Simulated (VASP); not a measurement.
# KBr (Fm-3m) in VASP: a series of runs

One crystal, KBr, is run at these levels: PBE; tasks: single point, relaxation of cell and atoms.

All numbers are computed with VASP 6.6.1; they aren't measurements. Logs are shortened: lines on timing, memory, paths and dates and some standing lists are left out, and cuts for length are marked.

## (1) The crystal as given

The structure is cubic, space group Fm-3m (No. 225). The conventional cell has a = 6.705 Å, b = 6.705 Å, c = 6.705 Å, α = 90.00°, β = 90.00°, γ = 90.00°. K (site symmetry m-3m) has 6 Br at 3.35 Å as nearest neighbours. Around Br (site symmetry m-3m) lie 6 K at 3.35 Å.

The cell was built by a generator and needn't be a form met in nature.

## (2) Single point, PBE

INCAR

```
PREC = Accurate
ENCUT = 520
EDIFF = 1E-6
ISMEAR = -1
SIGMA = 0.02
LREAL = False
LASPH = True
NELM = 100
ALGO = Normal
ISIF = 2
LWAVE = False
LCHARG = False
GGA = PE
NBANDS = 15
```

KPOINTS

```
Automatic mesh
0
Gamma
  6 6 6
```

POSCAR

```
KBr
1.0
    0.0000000000      3.3523161578      3.3523161578
    3.3523161578      0.0000000000      3.3523161578
    3.3523161578      3.3523161578      0.0000000000
K Br
1 1
Direct
    0.0000000000      0.0000000000      0.0000000000
    0.5000000000      0.5000000000      0.5000000000
```

Potentials or basis: VASP PAW PBE potentials, release 64 (K_sv, Br).

Launch:

```console
cat potpaw_PBE.64/K_sv/POTCAR potpaw_PBE.64/Br/POTCAR > POTCAR
mpirun -np 1 vasp_std > vasp.out
```

OUTCAR:

```text
PREC = Accurate
   ENCUT = 520
   EDIFF = 1E-6
   ISMEAR = -1
   LREAL = False
   LASPH = True
   NELM = 100
   ISIF = 2
   GGA = PE

 ion  position               nearest neighbor table
   1  0.000  0.000  0.000-
   2  0.500  0.500  0.500-

  LATTYP: Found a face centered cubic cell.
 ALAT       =     6.7046323156

  Lattice vectors:

 A1 = (   0.0000000000,   3.3523161578,   3.3523161578)
 A2 = (   3.3523161578,   0.0000000000,   3.3523161578)
 A3 = (   3.3523161578,   3.3523161578,   0.0000000000)

Analysis of symmetry for initial positions (statically):
=====================================================================
 Subroutine PRICEL returns:
 Original cell was already a primitive cell.

 Routine SETGRP: Setting up the symmetry group for a
 face centered cubic supercell.

 Subroutine GETGRP returns: Found 48 space group operations
 (whereof 48 operations were pure point group operations)
 out of a pool of 48 trial point group operations.

The static configuration has the point symmetry O_h .

Analysis of symmetry for dynamics (positions and initial velocities):
=====================================================================
 Subroutine PRICEL returns:
 Original cell was already a primitive cell.

 Routine SETGRP: Setting up the symmetry group for a
 face centered cubic supercell.

 Subroutine GETGRP returns: Found 48 space group operations
 (whereof 48 operations were pure point group operations)
 out of a pool of 48 trial point group operations.

The dynamic configuration has the point symmetry O_h .

 Subroutine INISYM returns: Found 48 space group operations
 (whereof 48 operations are pure point group operations),
 and found     1 'primitive' translations

----------------------------------------------------------------------------------------

                                     Primitive cell

  volume of cell :      75.3468

  direct lattice vectors                    reciprocal lattice vectors
     0.000000000  3.352316158  3.352316158    -0.149150610  0.149150610  0.149150610
     3.352316158  0.000000000  3.352316158     0.149150610 -0.149150610  0.149150610
     3.352316158  3.352316158  0.000000000     0.149150610  0.149150610 -0.149150610

  length of vectors
     4.740890976  4.740890976  4.740890976     0.258336435  0.258336435  0.258336435

  position of ions in fractional coordinates (direct lattice)
     0.000000000  0.000000000  0.000000000
     0.500000000  0.500000000  0.500000000

  ion indices of the primitive-cell ions
   primitive index   ion index
                 1           1
                 2           2

----------------------------------------------------------------------------------------

 KPOINTS: Automatic mesh

Automatic generation of k-mesh.
 Grid dimensions read from file:
 generate k-points for:    6    6    6

 Generating k-lattice:

  Cartesian coordinates                     Fractional coordinates (reciprocal lattice)
    -0.024858435  0.024858435  0.024858435     0.166666667  0.000000000  0.000000000
     0.024858435 -0.024858435  0.024858435     0.000000000  0.166666667  0.000000000
     0.024858435  0.024858435 -0.024858435     0.000000000  0.000000000  0.166666667

  Length of vectors
     0.043056072  0.043056072  0.043056072

  Shift w.r.t. Gamma in fractional coordinates (k-lattice)
     0.000000000  0.000000000  0.000000000

 Subroutine IBZKPT returns following result:
 ===========================================

 Found     16 irreducible k-points:

 Following reciprocal coordinates:
            Coordinates               Weight
  0.000000  0.000000  0.000000      1.000000
  0.166667  0.000000  0.000000      8.000000
  0.333333  0.000000  0.000000      8.000000
  0.500000  0.000000  0.000000      4.000000
  0.166667  0.166667  0.000000      6.000000
  0.333333  0.166667  0.000000     24.000000
[... 8 lines left out ...]
 -0.333333  0.333333  0.166667     24.000000
 -0.333333  0.500000  0.166667     12.000000
   k-points           NKPTS =     16   k-points in BZ     NKDIM =     16   number of bands    NBANDS=     15
   number of dos      NEDOS =    301   number of ions     NIONS =      2
   total plane-waves  NPLWV =  46656
   dimension x,y,z NGX =    36 NGY =   36 NGZ =   36
   dimension x,y,z NGXF=    72 NGYF=   72 NGZF=   72
   ions per type =               1   1
   NGX,Y,Z   is equivalent  to a cutoff of  12.62, 12.62, 12.62 a.u.
   NGXF,Y,Z  is equivalent  to a cutoff of  25.25, 25.25, 25.25 a.u.
 SYSTEM =  unknown system
   PREC   = accura    normal or accurate (medium, high low for compatibility)
   ISTART =      0    job   : 0-new  1-cont  2-samecut
   ICHARG =      2    charge: 1-file 2-atom 10-const
   ISPIN  =      1    spin polarized calculation?
   LNONCOLLINEAR =      F non collinear calculations
   LSORBIT =      F    spin-orbit coupling
   LASPH  =      T    aspherical Exc in radial PAW
   ENCUT  =  520.0 eV  38.22 Ry    6.18 a.u.   8.81  8.81  8.81*2*pi/ulx,y,z
   NELM   =    100;   NELMIN=  2; NELMDL= -5     # of ELM steps
   EDIFF  = 0.1E-05   stopping-criterion for ELM
   LREAL  =      F    real-space projection
   EDIFFG = 0.1E-04   stopping-criterion for IOM
   NSW    =      0    number of steps for IOM
   IBRION =     -1    ionic relax: 0-MD 1-quasi-New 2-CG
   NFREE  =      0    steps in history (QN), initial steepest desc. (CG)
   ISIF   =      2    stress and relaxation
   ISYM   =      2    0-nonsym 1-usesym 2-fastsym
   POTIM  = 0.5000    time-step for ionic-motion
   TEBEG  =    0.0;   TEEND  =   0.0 temperature during run
   PSTRESS=    0.0 pullay stress
   NELECT =      16.0000    total number of electrons
   NUPDOWN=      -1.0000    fix difference up-down
   EMIN   =  10.00;   EMAX   =-10.00  energy-range for DOS
   EFERMI =   0.00;   METHOD = LEGACY
   ISMEAR =    -1;   SIGMA  =   0.02  broadening in eV -4-tet -1-fermi 0-gaus
   EFERMI_NEDOS =   21; number of points for ismear=-14 and -15
   IALGO  =     38    algorithm
   IMIX   =      4    mixing-type and parameters
     AMIX     =   0.40;   BMIX     =  1.00
     AMIX_MAG =   1.60;   BMIX_MAG =  1.00
  volume/ion in A,a.u.               =      37.67       254.23
  Fermi-wavevector in a.u.,A,eV,Ry     =   0.976697  1.845690 12.979101  0.953937
  Thomas-Fermi vector in A             =   2.107336
   LORBIT       =      0    0 simple, 1 ext, 2 COOP (PROOUT), +10 PAW based schemes
   GGA     = PE    functional components
   LHFCALC =     F    Hartree Fock is set to
   AEXX    =    0.0000 exact exchange contribution
   IVDW    =     0    specifies the selected vdW correction
   LEPSILON=     F    determine dielectric tensor
   LRPA    =     F    only Hartree local field effects (RPA)
 non-spin polarized calculation
  energy-cutoff  :      520.00
  volume of cell :       75.35
 maximum number of plane-waves:      2085
   NGX = 17   NGY = 17   NGZ = 17

 number of electron      16.0000001 magnetization

 Free energy of the ion-electron system (eV)
  ---------------------------------------------------
  ext. energy  EPLUGINS =         0.00000000
  ---------------------------------------------------
  free energy    TOTEN  =        -6.22359807 eV

  energy without entropy =       -6.22359807  energy(sigma->0) =       -6.22359807

 E-fermi :  -1.3970     XC(G=0):  -7.1840

 val. band max:       -1.9210723261   @ k =   0.0000   0.0000   0.0000
 cond. band min:       2.3895992424   @ k =   0.0000   0.0000   0.0000
 fundamental gap:      4.3106715684
 Fermi energy:        -1.3969517189

 k-point     1 :       0.0000    0.0000    0.0000
  band No.  band energies     occupation
      1     -29.8061      2.00000
      2     -14.1584      2.00000
      3     -13.2797      2.00000
      4     -13.2797      2.00000
      5     -13.2797      2.00000
      6      -1.9211      2.00000
      7      -1.9211      2.00000
      8      -1.9211      2.00000
      9       2.3896      0.00000
     10       5.6689      0.00000
     11       5.6689      0.00000
     12       5.6689      0.00000
     13       6.4630      0.00000
     14       6.4630      0.00000
     15       9.5557      0.00000

 k-point     2 :       0.1667    0.0000    0.0000
  band No.  band energies     occupation
      1     -29.8050      2.00000
      2     -14.2073      2.00000
      3     -13.2809      2.00000
      4     -13.2809      2.00000
      5     -13.2156      2.00000
      6      -2.2574      2.00000
      7      -1.9994      2.00000
      8      -1.9994      2.00000
      9       3.0167      0.00000
     10       5.5196      0.00000
     11       5.9783      0.00000
     12       5.9783      0.00000
     13       6.7934      0.00000
     14       6.7934      0.00000
     15      10.3877      0.00000

 k-point     3 :       0.3333    0.0000    0.0000
  band No.  band energies     occupation
      1     -29.8028      2.00000
      2     -14.2901      2.00000
      3     -13.2833      2.00000
      4     -13.2833      2.00000
      5     -13.1024      2.00000
      6      -2.7871      2.00000
      7      -2.1474      2.00000
      8      -2.1474      2.00000
      9       4.1332      0.00000
     10       5.6876      0.00000
     11       6.8044      0.00000
     12       6.8044      0.00000
     13       7.6271      0.00000
     14       7.6271      0.00000
     15       9.3112      0.00000
[... 199 lines left out ...]
 k-point    15 :      -0.3333    0.3333    0.1667
  band No.  band energies     occupation
      1     -29.8008      2.00000
      2     -14.2097      2.00000
      3     -13.3197      2.00000
      4     -13.3088      2.00000
      5     -13.1605      2.00000
      6      -2.6871      2.00000
      7      -2.4113      2.00000
      8      -2.2824      2.00000
      9       5.2061      0.00000
     10       5.5909      0.00000
     11       6.4326      0.00000
     12       7.0683      0.00000
     13       8.2603      0.00000
     14       8.5358      0.00000
     15       8.8849      0.00000

 k-point    16 :      -0.3333    0.5000    0.1667
  band No.  band energies     occupation
      1     -29.8005      2.00000
      2     -14.1426      2.00000
      3     -13.3424      2.00000
      4     -13.3202      2.00000
      5     -13.2181      2.00000
      6      -2.5843      2.00000
      7      -2.3575      2.00000
      8      -2.3404      2.00000
      9       4.6722      0.00000
     10       5.8086      0.00000
     11       6.2495      0.00000
     12       7.1359      0.00000
     13       7.9410      0.00000
     14       8.7114      0.00000
     15       9.1621      0.00000

------------------------ aborting loop because EDIFF is reached ----------------------------------------

  FORCE on cell =-STRESS in cart. coord.  units (eV):
  Direction    XX          YY          ZZ          XY          YZ          ZX
  --------------------------------------------------------------------------------------
  -------------------------------------------------------------------------------------
  Total        0.0167605      0.0167605      0.0167605      0.0000000     -0.0000000      0.0000000
  in kB        0.3563964      0.3563964      0.3563964      0.0000000     -0.0000000      0.0000000
  external PRESSURE =       0.3563964 kB  Pullay stress =       0.0000000 kB

 VOLUME and BASIS-vectors are now :
 -----------------------------------------------------------------------------
  energy-cutoff  :      520.00
  volume of cell :       75.35
      direct lattice vectors                 reciprocal lattice vectors
     0.000000000  3.352316158  3.352316158    -0.149150610  0.149150610  0.149150610
     3.352316158  0.000000000  3.352316158     0.149150610 -0.149150610  0.149150610
     3.352316158  3.352316158  0.000000000     0.149150610  0.149150610 -0.149150610

 POSITION                                       TOTAL-FORCE (eV/Angst)
 -----------------------------------------------------------------------------------
      0.00000      0.00000      0.00000         0.000000      0.000000      0.000000
      3.35232      3.35232      3.35232         0.000000      0.000000     -0.000000
 -----------------------------------------------------------------------------------
    total drift:                                0.000000      0.000000      0.000000

  FREE ENERGIE OF THE ION-ELECTRON SYSTEM (eV)
  ---------------------------------------------------
  free  energy   TOTEN  =        -6.2235980659 eV

  energy  without entropy=       -6.2235980659  energy(sigma->0) =       -6.22359807
```

Wall time 15 s (1 thread of Intel Xeon Platinum 8375C at 2.90GHz (Ice Lake), shared host); peak memory 0.2 GiB.

What came out:

- Free energy: -6.2236 eV
- Pressure: 0.0 GPa
- Band gap on the k mesh: 4.31 eV, direct

## (3) Relaxation of cell and atoms, PBE

This run uses another cell than the first one, of 34.33 Å³/atom, 0.911 times its volume.

INCAR

```
PREC = Accurate
ENCUT = 600
EDIFF = 1E-7
ISMEAR = -1
SIGMA = 0.02
LREAL = False
LASPH = True
NELM = 80
ALGO = Normal
ISIF = 3
LWAVE = False
LCHARG = False
GGA = PE
IBRION = 2
NSW = 80
EDIFFG = -0.005
```

KPOINTS

```
regular mesh
0
Gamma
  6 6 6
```

POSCAR

```
KBr
1.0
    0.0000000000      3.2500180000      3.2500180000
    3.2500180000      0.0000000000      3.2500180000
    3.2500180000      3.2500180000      0.0000000000
K Br
1 1
Direct
    0.0000000000      0.0000000000      0.0000000000
    0.5000000000      0.5000000000      0.5000000000
```

Potentials or basis: VASP PAW PBE potentials, release 64 (K_sv, Br).

Launch:

```console
cat potpaw_PBE.64/K_sv/POTCAR potpaw_PBE.64/Br/POTCAR > POTCAR
mpirun -np 1 vasp_std > vasp.out
```

OUTCAR:

```text
PREC = Accurate
   ENCUT = 600
   EDIFF = 1E-7
   ISMEAR = -1
   LREAL = False
   LASPH = True
   NELM = 80
   ISIF = 3
   GGA = PE
   IBRION = 2
   NSW = 80
   EDIFFG = -0.005

 ion  position               nearest neighbor table
   1  0.000  0.000  0.000-   2 3.25   2 3.25   2 3.25   2 3.25   2 3.25   2 3.25
   2  0.500  0.500  0.500-   1 3.25   1 3.25   1 3.25   1 3.25   1 3.25   1 3.25

  LATTYP: Found a face centered cubic cell.
 ALAT       =     6.5000360000

  Lattice vectors:

 A1 = (   0.0000000000,   3.2500180000,   3.2500180000)
 A2 = (   3.2500180000,   0.0000000000,   3.2500180000)
 A3 = (   3.2500180000,   3.2500180000,   0.0000000000)

Analysis of symmetry for initial positions (statically):
=====================================================================
[... 173 lines left out ...]
  Total        0.6988341      0.6988341      0.6988341      0.0000000      0.0000000     -0.0000000
  in kB       16.3078749     16.3078749     16.3078749      0.0000000      0.0000000     -0.0000000
  external PRESSURE =      16.3078749 kB  Pullay stress =       0.0000000 kB
[... 95 lines left out ...]
--------------------------------------- Ionic step        4  -------------------------------------------

 number of electron      15.9999999 magnetization

 Free energy of the ion-electron system (eV)
  ---------------------------------------------------
  ext. energy  EPLUGINS =         0.00000000
  ---------------------------------------------------
  free energy    TOTEN  =        -6.22339980 eV

  energy without entropy =       -6.22339980  energy(sigma->0) =       -6.22339980

 E-fermi :  -1.4353     XC(G=0):  -7.1703

 val. band max:       -1.9337618332   @ k =   0.0000   0.0000   0.0000
 cond. band min:       2.3685877920   @ k =   0.0000   0.0000   0.0000
 fundamental gap:      4.3023496252
 Fermi energy:        -1.4352803622

 k-point     1 :       0.0000    0.0000    0.0000
  band No.  band energies     occupation
      1     -29.8266      2.00000
      2     -14.1673      2.00000
      3     -13.3001      2.00000
      4     -13.3001      2.00000
      5     -13.3001      2.00000
      6      -1.9338      2.00000
      7      -1.9338      2.00000
      8      -1.9338      2.00000
      9       2.3686      0.00000
     10       5.6548      0.00000
     11       5.6548      0.00000
     12       5.6548      0.00000
[... 252 lines left out ...]
  FREE ENERGIE OF THE ION-ELECTRON SYSTEM (eV)
  ---------------------------------------------------
  free  energy   TOTEN  =        -6.2233998018 eV

  energy  without entropy=       -6.2233998018  energy(sigma->0) =       -6.22339980

 reached required accuracy - stopping structural energy minimisation
```

Wall time 58 s (1 thread of Intel Xeon Platinum 8375C at 2.90GHz (Ice Lake), shared host); peak memory 0.25 GiB.

What came out:

- Free energy: -6.2234 eV
- Relaxed volume: 37.80 Å³/atom
- Relaxed cell: a = 4.746 Å, b = 4.746 Å, c = 4.746 Å, α = 60.00°, β = 60.00°, γ = 60.00°
- Space group after relaxing (to 0.05 Å): Fm-3m (No. 225)
- Energy gained by relaxing: 16.0 meV/atom
- Ionic steps: 4
- Pressure after relaxing: 0.0 GPa
- Band gap on the k mesh: 4.30 eV, direct

Step by step:
```tsv
step	energy change (eV)	largest force (eV/Å)	pressure (GPa)	volume (Å³)
1	0.0000	0.0000	1.63	68.66
2	-0.0251	0.0000	0.69	72.19
3	-0.0318	0.0000	-0.11	76.21
4	-0.0320	0.0000	0.00	75.61
```

Final structure:
```
K Br
1.0
     0.00000    3.35619    3.35619
     3.35619    0.00000    3.35619
     3.35619    3.35619    0.00000
K Br
1 1
Direct
  0.00000 0.00000 0.00000
  0.50000 0.50000 0.50000
```

As with any semilocal functional, this PBE gap is likely too small.

(Part 1 of 2 ends here.)
